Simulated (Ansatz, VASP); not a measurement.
HfO2: VASP beside Ansatz

The input INCAR:

```
PREC = Accurate
ENCUT = 520
EDIFF = 1E-6
ISMEAR = 0
SIGMA = 0.05
LREAL = False
LASPH = True
NELM = 60
ALGO = Normal
ISIF = 2
LWAVE = False
LCHARG = False
GGA = PE
NBANDS = 18
```

The input KPOINTS:

```
regular mesh
0
Gamma
  8 8 8
```

POSCAR

```
HfO2
1.0
    0.0000000000      2.5488057612      2.4850856172
    2.5488057612      0.0000000000      2.4850856172
    2.5488057612      2.5488057612      0.0000000000
Hf O
1 2
Direct
    0.0000000000      0.0000000000      0.0000000000
    0.2500000000      0.2500000000      0.2500000000
    0.7500000000      0.7500000000      0.7500000000
```

Input for Ansatz:

```yaml
crystal:
  lattice:
    - [0.0, 2.5488057612, 2.4850856172]
    - [2.5488057612, 0.0, 2.4850856172]
    - [2.5488057612, 2.5488057612, 0.0]
  atoms:
    - { symbol: Hf, position: [0.0, 0.0, 0.0] }
    - { symbol: O, position: [0.25, 0.25, 0.25] }
    - { symbol: O, position: [0.75, 0.75, 0.75] }
basis:
  ecutwfc: 420
kpoints:
  mp_grid: { grid: [8, 8, 8] }
hamiltonian:
  xc: pbe
scf:
  occupations: { method: gaussian, width: 0.05 }
output:
  forces: true
  stress: true
  eigenvalues: true
```

Change from the starting cell: strain +0.000 along x and y, -0.025 along z, atoms carried along.

Alike in both runs: task single point; functional PBE; k mesh 8 × 8 × 8; occupations gaussian, width 0.05 eV; no spin polarisation.

```csv
,VASP,Ansatz
version,VASP 6.6.1,Ansatz 0.2.0
potentials or method,"VASP PAW PBE potentials, release 64 (Hf_pv, O)","scalar-relativistic, plane waves, PAW"
plane-wave cutoff (eV),520,420
valence electrons in the cell,22,38
```

VASP gave:

| Item | Value |
| --- | --- |
| gap on the k mesh at the Fermi level (eV) | 3.57 |
| least direct gap on the mesh (eV) | 3.62 |
| pressure (GPa) | 2.7 |
| largest component of the traceless stress (GPa) | 7.98 |

Question: What did Ansatz give for the same quantities?

Answer: gap on the k mesh at the Fermi level (eV): 3.58; least direct gap on the mesh (eV): 3.61; pressure (GPa): 6.6; largest component of the traceless stress (GPa): 7.83.

The two sets of potentials don't hold the same shells in valence.

Caveats: spin-orbit coupling is left out, which moves the levels of the heavy elements. A k mesh can miss the band edges.
